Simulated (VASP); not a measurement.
# C (Fd-3m) in VASP: a series of runs, part 2 of 2

VASP 6.6.1.

## (3) Single point, PBE (a relaxed cell with its volume scaled by 0.97)

Input file INCAR:

```
ALGO = Fast ; EDIFF = 1E-7
ENCUT = 520 ; GGA = PE
ISIF = 2 ; ISMEAR = 0
LASPH = T ; LCHARG = F
LREAL = F ; LWAVE = F
NBANDS = 11 ; NELM = 80
PREC = Accurate ; SIGMA = 0.02
```

Input file KPOINTS:

```
k-points
0
Gamma
  20 20 20
```

Input file POSCAR:

```
C                                       
1.0
    0.0000000000      1.7686644314      1.7686644314
    1.7686644314      0.0000000000      1.7686644314
    1.7686644314      1.7686644314      0.0000000000
  C             
     2
Direct
     0.0000000000000000    0.0000000000000000    0.0000000000000000
     0.2500000000000000    0.2500000000000000    0.2500000000000000
```

Potentials or basis: VASP PAW PBE potentials, release 64 (C).

Started as:

```
$ cat potpaw_PBE.64/C/POTCAR > POTCAR
$ mpirun -np 1 vasp_std > vasp.out
```

OUTCAR:

```text
EDIFF = 1E-7
   ENCUT = 520
   GGA = PE
   ISIF = 2
   ISMEAR = 0
   LASPH = T
   LREAL = F
   NELM = 80
   PREC = Accurate

 ion  position               nearest neighbor table
   1  0.000  0.000  0.000-   2 1.53   2 1.53   2 1.53   2 1.53
   2  0.250  0.250  0.250-   1 1.53   1 1.53   1 1.53   1 1.53

  LATTYP: Found a face centered cubic cell.
 ALAT       =     3.5373288628

  Lattice vectors:

 A1 = (   0.0000000000,   1.7686644314,   1.7686644314)
 A2 = (   1.7686644314,   0.0000000000,   1.7686644314)
 A3 = (   1.7686644314,   1.7686644314,   0.0000000000)

Analysis of symmetry for initial positions (statically):
=====================================================================
 Subroutine PRICEL returns:
 Original cell was already a primitive cell.

 Routine SETGRP: Setting up the symmetry group for a
 face centered cubic supercell.

 Subroutine GETGRP returns: Found 48 space group operations
 (whereof 24 operations were pure point group operations)
 out of a pool of 48 trial point group operations.

The static configuration has the point symmetry T_d .
 The point group associated with its full space group is O_h .

Analysis of symmetry for dynamics (positions and initial velocities):
=====================================================================
 Subroutine PRICEL returns:
 Original cell was already a primitive cell.

 Routine SETGRP: Setting up the symmetry group for a
 face centered cubic supercell.

 Subroutine GETGRP returns: Found 48 space group operations
 (whereof 24 operations were pure point group operations)
 out of a pool of 48 trial point group operations.

The dynamic configuration has the point symmetry T_d .
 The point group associated with its full space group is O_h .

 Subroutine INISYM returns: Found 48 space group operations
 (whereof 24 operations are pure point group operations),
 and found     1 'primitive' translations

----------------------------------------------------------------------------------------

                                     Primitive cell

[... 120 lines left out ...]
   LRPA    =     F    only Hartree local field effects (RPA)
 non-spin polarized calculation
 RMM-DIIS sequential band-by-band and
 Gauss-broadening in eV      SIGMA  =   0.02
  energy-cutoff  :      520.00
  volume of cell :       11.07
 maximum number of plane-waves:       308
   NGX =  9   NGY =  9   NGZ =  9

 number of electron       7.9999999 magnetization

 Free energy of the ion-electron system (eV)
  ---------------------------------------------------
  ext. energy  EPLUGINS =         0.00000000
  ---------------------------------------------------
  free energy    TOTEN  =       -18.17075139 eV

  energy without entropy =      -18.17075139  energy(sigma->0) =      -18.17075139

 E-fermi :  10.2930     XC(G=0): -13.3760

 val. band max:       10.0926969141   @ k =   0.0000   0.0000   0.0000
 cond. band min:      14.2818206283   @ k =   0.3500   0.3500   0.0000
 fundamental gap:      4.1891237141
 Fermi energy:        10.2929817711

 k-point     1 :       0.0000    0.0000    0.0000
  band No.  band energies     occupation
      1     -11.7215      2.00000
      2      10.0927      2.00000
      3      10.0927      2.00000
      4      10.0927      2.00000
      5      15.7511      0.00000
      6      15.7511      0.00000
      7      15.7511      0.00000
      8      23.9988      0.00000
      9      29.7078      0.00000
     10      36.9017      0.00000
     11      36.9019      0.00000
[... 309 lines left out ...]
 k-point    24 :      -0.3500    0.0500    0.0000
  band No.  band energies     occupation
      1      -7.9701      2.00000
      2      -0.4654      2.00000
      3       7.0136      2.00000
      4       7.6900      2.00000
      5      18.4877      0.00000
      6      18.8027      0.00000
      7      19.2777      0.00000
      8      25.6856      0.00000
      9      31.5237      0.00000
     10      33.1999      0.00000
     11      34.8562      0.00000

 [... further k-points ...]

------------------------ aborting loop because EDIFF is reached ----------------------------------------

  FORCE on cell =-STRESS in cart. coord.  units (eV):
  Direction    XX          YY          ZZ          XY          YZ          ZX
  --------------------------------------------------------------------------------------
  -------------------------------------------------------------------------------------
  Total        0.9666022      0.9666022      0.9666022     -0.0000000     -0.0000000      0.0000000
  in kB      139.9561608    139.9561608    139.9561608     -0.0000000     -0.0000000      0.0000000
  external PRESSURE =     139.9561608 kB  Pullay stress =       0.0000000 kB

 VOLUME and BASIS-vectors are now :
 -----------------------------------------------------------------------------
  energy-cutoff  :      520.00
  volume of cell :       11.07
      direct lattice vectors                 reciprocal lattice vectors
     0.000000000  1.768664431  1.768664431    -0.282699189  0.282699189  0.282699189
     1.768664431  0.000000000  1.768664431     0.282699189 -0.282699189  0.282699189
     1.768664431  1.768664431  0.000000000     0.282699189  0.282699189 -0.282699189

 POSITION                                       TOTAL-FORCE (eV/Angst)
 -----------------------------------------------------------------------------------
      0.00000      0.00000      0.00000        -0.000000     -0.000000     -0.000000
      0.88433      0.88433      0.88433         0.000000      0.000000      0.000000
 -----------------------------------------------------------------------------------
    total drift:                                0.000000      0.000000      0.000000

  FREE ENERGIE OF THE ION-ELECTRON SYSTEM (eV)
  ---------------------------------------------------
  free  energy   TOTEN  =       -18.1707513852 eV

  energy  without entropy=      -18.1707513852  energy(sigma->0) =      -18.17075139
```

stdout:

```text
POSCAR found type information on POSCAR C
 POSCAR found :  1 types and       2 ions
 scaLAPACK will be used
 LDA part: xc-table for (Slater+PW92), standard interpolation
 POSCAR, INCAR and KPOINTS ok, starting setup
 FFT: planning ... GRIDC
 FFT: planning ... GRID_SOFT
 FFT: planning ... GRID
 WAVECAR not read
 entering main loop
```

It took 18 s on 1 thread of Intel Xeon Platinum 8488C (Sapphire Rapids), shared host; peak memory 0.13 GiB.

What came out:

| Quantity | Value |
| --- | --- |
| Free energy | -18.1708 eV |
| Pressure | 14.0 GPa |
| Band gap on the k mesh | 4.19 eV, indirect (least direct gap 5.66 eV) |

Levels at points of the mesh, in eV from the valence-band top:
```csv
k point,band 1,band 2,band 3,band 4,band 5,band 6,band 7,band 8
"(0.00, 0.00, 0.00)",-21.81,0.00,0.00,0.00,5.66,5.66,5.66,13.91
"(0.50, 0.00, 0.00)",-15.89,-13.65,-2.86,-2.86,8.56,8.56,9.19,15.93
"(0.50, 0.50, 0.00)",-12.94,-12.94,-6.45,-6.45,4.81,4.81,17.19,17.19
```

A k mesh can miss the band edges.

## (4) Single point, PBE (a relaxed cell with its volume scaled by 1.03)

INCAR is that of step 3.

KPOINTS is that of step 3.

Input file POSCAR:

```
C                                       
1.0
    0.0000000000      1.8044046552      1.8044046552
    1.8044046552      0.0000000000      1.8044046552
    1.8044046552      1.8044046552      0.0000000000
  C             
     2
Direct
     0.0000000000000000    0.0000000000000000    0.0000000000000000
     0.2500000000000000    0.2500000000000000    0.2500000000000000
```

Potentials or basis: VASP PAW PBE potentials, release 64 (C).

Started as:

```
$ cat potpaw_PBE.64/C/POTCAR > POTCAR
$ mpirun -np 1 vasp_std > vasp.out
```

OUTCAR:

```text
EDIFF = 1E-7
   ENCUT = 520
   GGA = PE
   ISIF = 2
   ISMEAR = 0
   LASPH = T
   LREAL = F
   NELM = 80
   PREC = Accurate

 ion  position               nearest neighbor table
   1  0.000  0.000  0.000-   2 1.56   2 1.56   2 1.56   2 1.56
   2  0.250  0.250  0.250-   1 1.56   1 1.56   1 1.56   1 1.56

  LATTYP: Found a face centered cubic cell.
 ALAT       =     3.6088093104

  Lattice vectors:

 A1 = (   0.0000000000,   1.8044046552,   1.8044046552)
 A2 = (   1.8044046552,   0.0000000000,   1.8044046552)
 A3 = (   1.8044046552,   1.8044046552,   0.0000000000)

Analysis of symmetry for initial positions (statically):
=====================================================================
 Subroutine PRICEL returns:
 Original cell was already a primitive cell.

 Routine SETGRP: Setting up the symmetry group for a
 face centered cubic supercell.

 Subroutine GETGRP returns: Found 48 space group operations
 (whereof 24 operations were pure point group operations)
 out of a pool of 48 trial point group operations.

The static configuration has the point symmetry T_d .
 The point group associated with its full space group is O_h .

[... 175 lines left out ...]
      4       9.2275      2.00000
      5      14.7209      0.00000
      6      14.7209      0.00000
      7      14.7209      0.00000
      8      21.7628      0.00000
      9      28.0785      0.00000
     10      35.3800      0.00000
     11      35.3806      0.00000
[... 309 lines left out ...]
 k-point    24 :      -0.3500    0.0500    0.0000
  band No.  band energies     occupation
      1      -8.1973      2.00000
      2      -0.8830      2.00000
      3       6.3119      2.00000
      4       6.9550      2.00000
      5      17.3526      0.00000
      6      17.5866      0.00000
      7      17.7423      0.00000
      8      24.1197      0.00000
      9      29.8245      0.00000
     10      31.7611      0.00000
     11      33.0705      0.00000

 [... further k-points ...]

------------------------ aborting loop because EDIFF is reached ----------------------------------------

  FORCE on cell =-STRESS in cart. coord.  units (eV):
  Direction    XX          YY          ZZ          XY          YZ          ZX
  --------------------------------------------------------------------------------------
  -------------------------------------------------------------------------------------
  Total       -0.8914826     -0.8914826     -0.8914826      0.0000000      0.0000000      0.0000000
  in kB     -121.5602615   -121.5602615   -121.5602615      0.0000000      0.0000000      0.0000000
  external PRESSURE =    -121.5602615 kB  Pullay stress =       0.0000000 kB

 VOLUME and BASIS-vectors are now :
 -----------------------------------------------------------------------------
  energy-cutoff  :      520.00
  volume of cell :       11.75
      direct lattice vectors                 reciprocal lattice vectors
     0.000000000  1.804404655  1.804404655    -0.277099706  0.277099706  0.277099706
     1.804404655  0.000000000  1.804404655     0.277099706 -0.277099706  0.277099706
     1.804404655  1.804404655  0.000000000     0.277099706  0.277099706 -0.277099706

 POSITION                                       TOTAL-FORCE (eV/Angst)
 -----------------------------------------------------------------------------------
      0.00000      0.00000      0.00000        -0.000000      0.000000      0.000000
      0.90220      0.90220      0.90220         0.000000     -0.000000     -0.000000
 -----------------------------------------------------------------------------------
    total drift:                                0.000000      0.000000      0.000000

  FREE ENERGIE OF THE ION-ELECTRON SYSTEM (eV)
  ---------------------------------------------------
  free  energy   TOTEN  =       -18.1730122508 eV

  energy  without entropy=      -18.1730122508  energy(sigma->0) =      -18.17301225
```

stdout:

```text
POSCAR found type information on POSCAR C
 POSCAR found :  1 types and       2 ions
 scaLAPACK will be used
 LDA part: xc-table for (Slater+PW92), standard interpolation
 POSCAR, INCAR and KPOINTS ok, starting setup
 FFT: planning ... GRIDC
 FFT: planning ... GRID_SOFT
 FFT: planning ... GRID
 WAVECAR not read
 entering main loop
```

Run time: 18 s. Hardware: 1 thread of Intel Xeon Platinum 8488C (Sapphire Rapids), shared host; peak memory 0.13 GiB.

Results:

| Item | Value |
| --- | --- |
| Free energy | -18.1730 eV |
| Pressure | -12.2 GPa |
| Band gap on the k mesh | 4.06 eV, indirect (least direct gap 5.49 eV) |

A k mesh can miss the band edges.

## (5) The runs side by side

```csv
cell,gap on the mesh (eV),pressure (GPa)
as given,4.12,0.0
a relaxed cell with its volume scaled by 0.97,4.19,14.0
a relaxed cell with its volume scaled by 1.03,4.06,-12.2
```

Alike in all rows: task single point; level PBE; potentials or basis VASP PAW PBE potentials, release 64 (C); no spin polarisation; k mesh 20 × 20 × 20; cutoff (eV) 520; smearing gaussian 0.02 eV.

Absolute energies hang on the potentials; compare differences alone.
